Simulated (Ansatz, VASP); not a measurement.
## W in VASP and in Ansatz

POSCAR

```
W
1.0
    0.0000000000      2.8164325389      2.8164325389
    2.8164325389      0.0000000000      2.8164325389
    2.8164325389      2.8164325389      0.0000000000
W
2
Direct
    0.1250000000      0.1250000000      0.1250000000
    0.8750000000      0.8750000000      0.8750000000
```

Contents of INCAR.step1:

```
PREC     = Accurate       # precision mode
ENCUT    = 520            # plane-wave cutoff, eV
ISMEAR   = -1             # smearing method
SIGMA    = 0.1            # smearing width, eV
LREAL    = F              # projectors in reciprocal space
LASPH    = T              # aspherical terms in the spheres
NELM     = 100            # most SCF steps
NBANDS   = 21             # bands
GGA      = PE             # functional
ALGO     = Normal         # electronic algorithm
EDIFF    = 1E-4           # SCF threshold, eV
LWAVE    = T              # write WAVECAR
LCHARG   = F              # write CHGCAR
```

INCAR.step2

```
PREC     = Accurate       # precision mode
ENCUT    = 520            # plane-wave cutoff, eV
EDIFF    = 1E-6           # SCF threshold, eV
ISMEAR   = -1             # smearing method
SIGMA    = 0.1            # smearing width, eV
LREAL    = F              # projectors in reciprocal space
LASPH    = T              # aspherical terms in the spheres
NELM     = 100            # most SCF steps
ALGO     = Normal         # electronic algorithm
ISIF     = 2              # what is computed and relaxed
LWAVE    = F              # write WAVECAR
LCHARG   = T              # write CHGCAR
METAGGA  = R2SCAN         # meta-GGA
LMIXTAU  = T            
LELF     = T              # ELF
LVHAR    = T            
NBANDS   = 21             # bands
ISTART   = 1
```

Contents of KPOINTS:

```
Automatic mesh
0
Gamma
  11 11 11
```

Input for Ansatz:

```yaml
crystal:
  lattice:
    - [0.0, 2.8164325389, 2.8164325389]
    - [2.8164325389, 0.0, 2.8164325389]
    - [2.8164325389, 2.8164325389, 0.0]
  atoms:
    - { symbol: W, position: [0.125, 0.125, 0.125] }
    - { symbol: W, position: [0.875, 0.875, 0.875] }
hamiltonian:
  xc: r2scan
  pseudopotentials:
    kind: paw
    azcp:
      W: "pseudopotentials/W.paw.azcp"
basis:
  ecutwfc: 500
  fft_grid_basis: typed
kpoints:
  mp_grid: { grid: [11, 11, 11], shift: [0, 0, 0] }
magnetization:
  spin_polarized: false
scf:
  occupations: { method: fermi_dirac, width: 0.1 }
  lower_state_search: "off"
output:
  stress: true
```

Alike in both runs: task single point; functional r2SCAN; k mesh 11 × 11 × 11; occupations fermi-dirac, width 0.1 eV; no spin polarisation.

|  | VASP | Ansatz |
| --- | --- | --- |
| version | VASP 6.6.1 | Ansatz 0.2.0 |
| potentials or method | VASP PAW PBE potentials, release 64 (W_sv) | plane waves (500 eV) with PAW, scalar-relativistic |
| plane-wave cutoff (eV) | 520 | 500 |
| valence electrons in the cell | 28 | 28 |

|  | VASP | Ansatz | Ansatz less VASP |
| --- | --- | --- | --- |
| pressure (GPa) | 13.6 | 12.2 | -1.36 |

Caveats: the PAW data sets were made with another functional, which shifts forces and pressure a little (VASP). The runs have no spin-orbit coupling, so splittings on W are missing.
